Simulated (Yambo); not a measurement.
## C in Yambo: convergence with bands in self energy

The system is C.

```
C
1.0
     0.00000    1.78337    1.78337
     1.78337    0.00000    1.78337
     1.78337    1.78337    0.00000
C
2
Direct
  0.75000 0.75000 0.75000
  0.50000 0.50000 0.50000
```

This isn't the form of C at room conditions, which is graphite.

| Quantity | Value |
| --- | --- |
| Program | Yambo 5.3.0 |
| Task | G0W0 quasiparticle levels |
| Functional | PBE |
| Potentials or basis | PseudoDojo 0.4.1 SR PBE standard |
| Cutoff | 1116 eV |
| Density cutoff | 4463 eV |
| k mesh | 8 × 8 × 8 |
| Occupations | fixed |
| Spin | no spin polarisation |
| k mesh of the self-consistent run | 12 × 12 × 12 |
| Random integration of the Coulomb term | yes |
| Direction of the field or of q to 0 | x + y + z |
| Broadening | 0.1 eV |
| States corrected | Γ and the k points of the band edges |
| Frequency dependence of W | plasmon pole |
| Terminator of the band sum in the self-energy | none |
| Quasiparticle equation | linearised (Newton) |
| Imaginary frequency of the plasmon-pole fit | 27.2114 eV |
| Bands in the response | 404 |
| Bands in the self-energy | 24 |
| Cutoff of the response matrix | 12 Ry |
| Cutoff of exchange and Vxc | 82 Ry |
| Bands corrected (first, last) | [3, 6] |

These are the settings of the first run; the series varies bands in self energy, with any setting tied to it.

**Question.** The values tried are 24, 44, 84, 404, loosest first. From which on does the quasiparticle gap at the points computed stay within 0.05 eV of the tightest run that finished?

**Answer.** From 44 on.

```csv
bands in self energy,quasiparticle gap at the points computed (eV)
24,5.385
44,5.421
84,5.445
404,5.456
```

The tightest run that finished is the yardstick and may itself not be fully converged.

Caveat, for the tightest run too: this version prints the column dSc/dw multiplied by 27.2; the quasiparticle gap listed is the Kohn-Sham gap on the denser mesh of the self-consistent run plus the correction found on the GW mesh, so it differs from the gap in the log.
